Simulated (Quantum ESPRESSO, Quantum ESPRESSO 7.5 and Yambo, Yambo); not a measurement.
## BaS (Fm-3m): G0W0 with Yambo, start to end

Aim: the G0W0 gap of BaS (Fm-3m) on PBE, step by step.

Method: PBE and many-body steps on it, plane waves, in Quantum ESPRESSO 7.5 and Yambo 5.3.0.

Report form: the programs' logs are mostly left out.

## 1. Starting point

The structure is cubic, space group Fm-3m (No. 225). The conventional cell has a = 6.388 Å, b = 6.388 Å, c = 6.388 Å, α = 90.00°, β = 90.00°, γ = 90.00°. Nearest to Ba lie 6 S at 3.19 Å. Nearest to S lie 6 Ba at 3.19 Å. Farther neighbours and most contacts between anions are not listed.

The cell and positions come from the Crystallography Open Database and are kept as given unless a step says otherwise. Spin-orbit coupling is left out unless a step names it.

## 2. Ground state

This step: Quantum ESPRESSO 7.5; DFT, PBE, plane waves, norm-conserving pseudopotentials.

The ground-state density comes first.

Contents of pw.in:

```
&control
  calculation = 'scf'
  prefix = 'x'
  outdir = 'o'
  pseudo_dir = 'pseudo'
/
&system
  ibrav = 0
  nat = 2
  ntyp = 2
  ecutwfc = 40.0
  nbnd = 13
  force_symmorphic = .true.
/
&electrons
  conv_thr = 1e-10
  electron_maxstep = 80
  mixing_beta = 0.5
/
ATOMIC_SPECIES
  Ba 137.33 Ba.upf
  S 32.06 S.upf
CELL_PARAMETERS angstrom
  0.0000000000 3.1937500000 3.1937500000
  3.1937500000 0.0000000000 3.1937500000
  3.1937500000 3.1937500000 0.0000000000
ATOMIC_POSITIONS crystal
  Ba 0.0000000000 0.0000000000 0.0000000000
  S 0.5000000000 0.5000000000 0.5000000000
K_POINTS automatic
  6 6 6 0 0 0
```

Launch:

```bash
> OMP_NUM_THREADS=1 mpirun -n 4 pw.x -nk 4 -in pw.in > pw.out
```

Wall time 3 s (4 MPI ranks of Arm Neoverse V1, shared host); peak memory 0.2 GiB.

Numbers from this step:

| Quantity | Value |
| --- | --- |
| total energy | -1068.8975 eV |
| gap | 2.146 eV |
| k of the valence top | 0, 0, 0 |
| k of the conduction bottom | 0, -0.5, -0.5 |
| least direct gap | 2.272 eV |

The gap is indirect, with the least direct gap 0.13 eV higher.

## 3. Bands along the symmetry lines

Levels along a band path, at the cheap level, show where the edges lie and whether the meshes to come will hold them.

Contents of pw.in:

```
&control
  calculation = 'bands'
  prefix = 'x'
  outdir = 'o'
  pseudo_dir = 'pseudo'
/
&system
  ibrav = 0
  nat = 2
  ntyp = 2
  ecutwfc = 40.0
  nbnd = 14
  force_symmorphic = .true.
/
&electrons
  conv_thr = 1e-9
  electron_maxstep = 80
  diago_full_acc = .true.
  diago_thr_init = 5e-6
/
ATOMIC_SPECIES
  Ba 137.33 Ba.upf
  S 32.06 S.upf
CELL_PARAMETERS angstrom
  0.0000000000 3.1937500000 3.1937500000
  3.1937500000 0.0000000000 3.1937500000
  3.1937500000 3.1937500000 0.0000000000
ATOMIC_POSITIONS crystal
  Ba 0.0000000000 0.0000000000 0.0000000000
  S 0.5000000000 0.5000000000 0.5000000000
K_POINTS crystal
  50
  0.00000000 0.00000000 0.00000000 1
  0.06250000 0.00000000 0.06250000 1
  0.12500000 0.00000000 0.12500000 1
  0.18750000 0.00000000 0.18750000 1
  0.25000000 0.00000000 0.25000000 1
  0.31250000 0.00000000 0.31250000 1
  0.37500000 0.00000000 0.37500000 1
  0.43750000 0.00000000 0.43750000 1
  0.50000000 0.00000000 0.50000000 1
  0.51562500 0.03125000 0.51562500 1
  0.53125000 0.06250000 0.53125000 1
  0.54687500 0.09375000 0.54687500 1
  0.56250000 0.12500000 0.56250000 1
  0.57812500 0.15625000 0.57812500 1
  0.59375000 0.18750000 0.59375000 1
  0.60937500 0.21875000 0.60937500 1
  0.62500000 0.25000000 0.62500000 1
  0.37500000 0.37500000 0.75000000 1
  0.32812500 0.32812500 0.65625000 1
  0.28125000 0.28125000 0.56250000 1
  0.23437500 0.23437500 0.46875000 1
  0.18750000 0.18750000 0.37500000 1
  0.14062500 0.14062500 0.28125000 1
  0.09375000 0.09375000 0.18750000 1
  0.04687500 0.04687500 0.09375000 1
  0.00000000 0.00000000 0.00000000 1
  0.06250000 0.06250000 0.06250000 1
  0.12500000 0.12500000 0.12500000 1
  0.18750000 0.18750000 0.18750000 1
  0.25000000 0.25000000 0.25000000 1
  0.31250000 0.31250000 0.31250000 1
  0.37500000 0.37500000 0.37500000 1
  0.43750000 0.43750000 0.43750000 1
  0.50000000 0.50000000 0.50000000 1
  0.50000000 0.46875000 0.53125000 1
  0.50000000 0.43750000 0.56250000 1
  0.50000000 0.40625000 0.59375000 1
  0.50000000 0.37500000 0.62500000 1
  0.50000000 0.34375000 0.65625000 1
  0.50000000 0.31250000 0.68750000 1
  0.50000000 0.28125000 0.71875000 1
  0.50000000 0.25000000 0.75000000 1
  0.50000000 0.21875000 0.71875000 1
  0.50000000 0.18750000 0.68750000 1
  0.50000000 0.15625000 0.65625000 1
  0.50000000 0.12500000 0.62500000 1
  0.50000000 0.09375000 0.59375000 1
  0.50000000 0.06250000 0.56250000 1
  0.50000000 0.03125000 0.53125000 1
  0.50000000 0.00000000 0.50000000 1
```

Wall time 2.9 s (4 MPI ranks); peak memory 0.18 GiB; 11 s of CPU time.

Numbers from this step:

```yaml
gap: 2.146 eV
k_of_the_valence_top: 0, 0, 0
k_of_the_conduction_bottom: 0.5, 0, 0.5
least_direct_gap: 2.272 eV
```

The gap is 2.146 eV, as in the run before at this level.

Electronic bands along the path, in eV, zero at the top of the highest filled band; v1 is the highest filled band, c1 the lowest empty one:

```csv
point,v4,v3,v2,v1,c1,c2,c3,c4
Γ,-10.33,0.00,0.00,0.00,3.63,3.91,3.91,3.91
halfway,-9.73,-1.27,-0.16,-0.16,2.83,4.73,5.32,5.76
X,-10.24,-0.50,-0.13,-0.13,2.15,5.97,6.06,7.53
halfway,-10.07,-0.50,-0.40,-0.27,2.48,6.33,6.36,6.88
U,-9.74,-0.92,-0.59,-0.51,3.32,5.97,6.63,6.78
jump to K,-9.74,-0.92,-0.59,-0.51,3.32,5.97,6.63,6.78
halfway,-9.47,-1.38,-0.86,-0.32,4.09,4.74,5.02,5.91
Γ,-10.33,0.00,0.00,0.00,3.63,3.91,3.91,3.91
halfway,-9.56,-1.13,-0.61,-0.61,4.12,4.78,4.78,5.41
L,-9.10,-1.90,-1.06,-1.06,5.58,5.67,6.35,6.35
halfway,-9.40,-1.45,-0.84,-0.76,4.70,4.89,6.69,6.91
W,-9.70,-1.10,-0.47,-0.47,4.30,4.30,6.33,6.90
halfway,-9.95,-0.65,-0.51,-0.29,2.79,6.13,6.18,6.91
X,-10.24,-0.50,-0.13,-0.13,2.15,5.97,6.06,7.53
```

## 4. Empty states on the mesh, 4×4×4 mesh, 178 bands

The sums over transitions need many empty states on a uniform mesh; this step solves for them.

Contents of pw.in:

```
&control
  calculation = 'nscf'
  prefix = 'x'
  outdir = 'o'
  pseudo_dir = 'pseudo'
/
&system
  ibrav = 0
  nat = 2
  ntyp = 2
  ecutwfc = 40.0
  nbnd = 178
  force_symmorphic = .true.
/
&electrons
  conv_thr = 1e-9
  electron_maxstep = 80
  diago_full_acc = .true.
  diago_thr_init = 5e-6
/
ATOMIC_SPECIES
  Ba 137.33 Ba.upf
  S 32.06 S.upf
CELL_PARAMETERS angstrom
  0.0000000000 3.1937500000 3.1937500000
  3.1937500000 0.0000000000 3.1937500000
  3.1937500000 3.1937500000 0.0000000000
ATOMIC_POSITIONS crystal
  Ba 0.0000000000 0.0000000000 0.0000000000
  S 0.5000000000 0.5000000000 0.5000000000
K_POINTS automatic
  4 4 4 0 0 0
```

Wall time 8.9 s (4 MPI ranks); peak memory 0.3 GiB.

Numbers from this step:

| Quantity | Value |
| --- | --- |
| gap | 2.146 eV |
| k of the valence top | 0, 0, 0 |
| k of the conduction bottom | 0, -0.5, -0.5 |
| least direct gap | 2.272 eV |
| k points computed | 8 |
| lowest point of the top converged band, above the valence top | 100.1525 eV |

On this mesh the gap is 2.146 eV.

## 5. Conversion and set-up

This step: Yambo 5.3.0; conversion and set-up on PBE, plane waves, norm-conserving pseudopotentials.

The states are converted to the many-body program's format and the q mesh is built.

Launch:

```bash
> (cd o/x.save; p2y > p2y.log; mv SAVE ../..); yambo > setup.log
```

Elapsed: 2.1 s, on 1 MPI rank; peak memory 0.24 GiB.

## 6. Screening and self-energy, 4×4×4 mesh, 178 bands, screening to 176.9 eV

Now the one-shot GW correction: screening in the RPA, then the self-energy of the levels asked for.

This step: G0W0 on PBE, plane waves, norm-conserving pseudopotentials.

Contents of gw1.in:

```
HF_and_locXC
gw0
dyson
ppa
em1d
rim_cut
RandQpts= 1000000
RandGvec= 1 RL
EXXRLvcs= 40 Ry
VXCRLvcs= 160 Ry
Chimod= "HARTREE"
% BndsRnXp
 1 | 178 |
%
NGsBlkXp= 13 Ry
% LongDrXp
 1 | 1 | 1 |
%
% GbndRnge
 1 | 178 |
%
DysSolver= "n"
ExtendOut
PPAPntXp= 27.21138 eV
% QPkrange
 1 | 1 | 7 | 10 |
 7 | 7 | 7 | 10 |
%
```

Launch:

```bash
> OMP_NUM_THREADS=1 mpirun -n 4 yambo -F gw1.in -J gw1 -C gw1 > gw1.log
```

Wall time 2.3 min (4 MPI ranks); peak memory 1.4 GiB; 9.2 min of CPU time.

Numbers from this step:

```
G0W0 gap on the points computed              : 3.580 eV
starting gap on the mesh                     : 2.146 eV
k of the valence top                         : 0, 0, 0
k of the conduction bottom                   : 0, -0.5, -0.5
least direct G0W0 gap on the computed points : 3.724 eV
Z at the valence top                         : 0.7899
Z at the conduction bottom                   : 0.8334
```

The gap on the mesh goes from 2.15 eV to 3.58 eV, a correction of +1.43 eV.

Limits: finite bands, cutoff and mesh; no spin-orbit coupling. v1 is the top filled band, c1 the lowest empty one. Levels before and after the correction, in eV, zero at the valence-band top of each column:

```csv
,conduction bottom,valence top
Kohn-Sham,2.15,0.00
G0W0,3.58,0.00
```

```csv
,level,energy (eV)
Kohn-Sham,Γ v2-v1,0.000
Kohn-Sham,Γ c1,3.626
Kohn-Sham,Γ c2,3.906
Kohn-Sham,(0 -0.5 -0.5) v2-v1,-0.126
Kohn-Sham,(0 -0.5 -0.5) c1,2.146
Kohn-Sham,(0 -0.5 -0.5) c2,5.968
G0W0,Γ v2-v1,0.000
G0W0,Γ c1,4.963
G0W0,Γ c2,5.562
G0W0,(0 -0.5 -0.5) v2-v1,-0.144
G0W0,(0 -0.5 -0.5) c1,3.580
G0W0,(0 -0.5 -0.5) c2,7.898
```

## 7. Where the time went

Times are wall times on the hardware named with each run, good to a factor of about two.

```csv
step,time,share,memory (GiB)
ground state,3 s,2 %,0.2
bands along the symmetry lines,2.9 s,2 %,0.18
empty states on the mesh,8.9 s,6 %,0.3
conversion and set-up,2.1 s,1 %,0.24
screening and self-energy,2.3 min,89 %,1.4
```

## 8. Outcome

```
PBE gap              : 2.15 eV, indirect
G0W0 gap on the mesh : 3.58 eV
GW settings          : 4×4×4 mesh, 178 bands, screening to 176.9 eV, Godby-Needs plasmon pole
known limits         : not at the basis limit; no spin-orbit coupling
```

G0W0 moves the gap on the mesh from 2.15 eV to 3.58 eV (+1.43 eV), with Z of 0.79 and 0.83 at the edges. Only 2 of the mesh's irreducible points were corrected, so a valley elsewhere could overtake. The dearest step here is «screening and self-energy». Bands and cutoff are finite, so the gap is not at the basis limit. The miss can reach some tenths of an eV and take either sign; the mesh is an error of its own. In the G0W0 run levels were corrected at 2 k points alone, so a gap called «on the mesh» is the least over those, and an edge elsewhere would be missed. The many-body steps are scalar-relativistic: spin-orbit coupling is not in them.

[Paths, hosts, dates, memory and timing lines, banners, echoed tables and standing remarks are left out of the program output.]

[Logs are printed without paths, hosts, clocks, repeated set-up lines and the standing remarks that a program may print on its own settings, such as how far it seeks lower states.]

[Runs of the session that timed out or met a known fault of the program may be left out.]

[Hosts, paths, dates, database ids (printed as entryN), source tags and the programs' standing remarks are cut or masked in the printed files.]
